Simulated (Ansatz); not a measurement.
A relaxation computed with Ansatz, from input to last step.

```yaml
crystal:
  lattice:
    - [-3.9338973669, 3.9338973669, 0.0]
    - [-3.9338973669, 0.0, 3.9338973669]
    - [0.0, 3.9338973669, 3.9338973669]
  atoms:
    - { symbol: Si, position: [0.0, 0.0, 0.0] }
    - { symbol: Ti, position: [0.5, 0.0, 0.0] }
    - { symbol: Si, position: [0.0, 0.5, 0.0] }
    - { symbol: Si, position: [0.0, 0.0, 0.5] }
    - { symbol: Si, position: [0.5, 0.5, 0.0] }
    - { symbol: Ti, position: [0.5, 0.0, 0.5] }
    - { symbol: Si, position: [0.0, 0.5, 0.5] }
    - { symbol: Si, position: [0.5, 0.5, 0.5] }
basis:
  ecutwfc: 420
kpoints:
  mp_grid: { grid: [8, 8, 8] }
hamiltonian:
  xc: pbe
scf:
  occupations: { method: gaussian, width: 0.1 }
output:
  forces: true
  stress: true
  eigenvalues: true
  write_density: true
  write_potential: true
  elf: true
  volumetric_format: npy
relax:
  adjacent_minimum: "off"
  f_tol: 0.015
  max_steps: 60
  cell: { stress_tol: 0.15 }
```

```bash
ansatz run input.yaml --threads 1 --pin off --max-ram 2560MiB --backend cpu --events-out ev --progress --plain --runs-dir out
```

Theory: DFT PBE, scalar-relativistic, plane waves, PAW in Ansatz.

Of 5 frames 5 are shown, positions in Å and forces in eV/Å; the SCF threshold varies from step to step. Steps run on the plane waves of an earlier cell, with a Pulay correction in the pressure. The basis is chosen afresh for the last frame, the zero of the energies, and at times for earlier ones too; energy and pressure step there, also at an unchanged geometry.

```xyz
8
Lattice="-3.9339 3.9339 0.0000 -3.9339 0.0000 3.9339 0.0000 3.9339 3.9339" Properties=species:S:1:pos:R:3:forces:R:3 pbc="T T T" step=1 free_energy_over_end_meV_per_atom=15.63 pressure_GPa=-5.59
Si    0.0000    0.0000    0.0000    0.0000    0.0000    0.0000
Ti   -1.9669    1.9669    0.0000    0.0000    0.0000    0.0000
Si   -1.9669    0.0000    1.9669    0.0000    0.0000    0.0000
Si    0.0000    1.9669    1.9669    0.0000    0.0000    0.0000
Si   -3.9339    1.9669    1.9669    0.0000    0.0000    0.0000
Ti   -1.9669    3.9339    1.9669    0.0000    0.0000    0.0000
Si   -1.9669    1.9669    3.9339    0.0000    0.0000    0.0000
Si   -3.9339    3.9339    3.9339    0.0000    0.0000    0.0000
8
Lattice="-3.8013 3.8739 0.0084 -3.8013 0.0084 3.8739 0.0000 3.8823 3.8823" Properties=species:S:1:pos:R:3:forces:R:3 pbc="T T T" step=2 free_energy_over_end_meV_per_atom=0.60 pressure_GPa=1.41
Si    0.0000    0.0000    0.0000    0.0000    0.0000    0.0000
Ti   -1.9006    1.9369    0.0042    0.0000    0.0000    0.0000
Si   -1.9006    0.0042    1.9369    0.0000    0.0000    0.0000
Si    0.0000    1.9412    1.9412    0.0000    0.0000    0.0000
Si   -3.8013    1.9412    1.9412    0.0000    0.0000    0.0000
Ti   -1.9006    3.8781    1.9454    0.0000    0.0000    0.0000
Si   -1.9006    1.9454    3.8781    0.0000    0.0000    0.0000
Si   -3.8013    3.8823    3.8823    0.0000    0.0000    0.0000
8
Lattice="-3.8242 3.8870 0.0071 -3.8242 0.0071 3.8870 0.0000 3.8942 3.8942" Properties=species:S:1:pos:R:3:forces:R:3 pbc="T T T" step=3 free_energy_over_end_meV_per_atom=-0.11 pressure_GPa=-0.12
Si    0.0000    0.0000    0.0000    0.0000    0.0000    0.0000
Ti   -1.9121    1.9435    0.0036    0.0000    0.0000    0.0000
Si   -1.9121    0.0036    1.9435    0.0000    0.0000    0.0000
Si    0.0000    1.9471    1.9471    0.0000    0.0000    0.0000
Si   -3.8242    1.9471    1.9471    0.0000    0.0000    0.0000
Ti   -1.9121    3.8906    1.9506    0.0000    0.0000    0.0000
Si   -1.9121    1.9506    3.8906    0.0000    0.0000    0.0000
Si   -3.8242    3.8942    3.8942    0.0000    0.0000    0.0000
8
Lattice="-3.8207 3.8869 0.0073 -3.8207 0.0073 3.8869 0.0000 3.8942 3.8942" Properties=species:S:1:pos:R:3:forces:R:3 pbc="T T T" step=4 free_energy_over_end_meV_per_atom=-0.12 pressure_GPa=0.00
Si    0.0000    0.0000    0.0000    0.0000    0.0000    0.0000
Ti   -1.9104    1.9434    0.0036    0.0000    0.0000    0.0000
Si   -1.9104    0.0036    1.9434    0.0000    0.0000    0.0000
Si    0.0000    1.9471    1.9471    0.0000    0.0000    0.0000
Si   -3.8207    1.9471    1.9471    0.0000    0.0000    0.0000
Ti   -1.9104    3.8905    1.9507    0.0000    0.0000    0.0000
Si   -1.9104    1.9507    3.8905    0.0000    0.0000    0.0000
Si   -3.8207    3.8942    3.8942    0.0000    0.0000    0.0000
8
Lattice="-3.8207 3.8869 0.0073 -3.8207 0.0073 3.8869 0.0000 3.8942 3.8942" Properties=species:S:1:pos:R:3:forces:R:3 pbc="T T T" step=5 free_energy_over_end_meV_per_atom=0.00 pressure_GPa=-0.01
Si    0.0000    0.0000    0.0000    0.0000    0.0000    0.0000
Ti   -1.9104    1.9434    0.0036    0.0000    0.0000    0.0000
Si   -1.9104    0.0036    1.9434    0.0000    0.0000    0.0000
Si    0.0000    1.9471    1.9471    0.0000    0.0000    0.0000
Si   -3.8207    1.9471    1.9471    0.0000    0.0000    0.0000
Ti   -1.9104    3.8905    1.9507    0.0000    0.0000    0.0000
Si   -1.9104    1.9507    3.8905    0.0000    0.0000    0.0000
Si   -3.8207    3.8942    3.8942    0.0000    0.0000    0.0000
```

Time: 3.6 min on 1 thread of Intel(R) Xeon(R) Platinum 8259CL CPU @ 2.50GHz (Skylake/Cascade Lake), on a shared host, peak memory 0.65 GiB.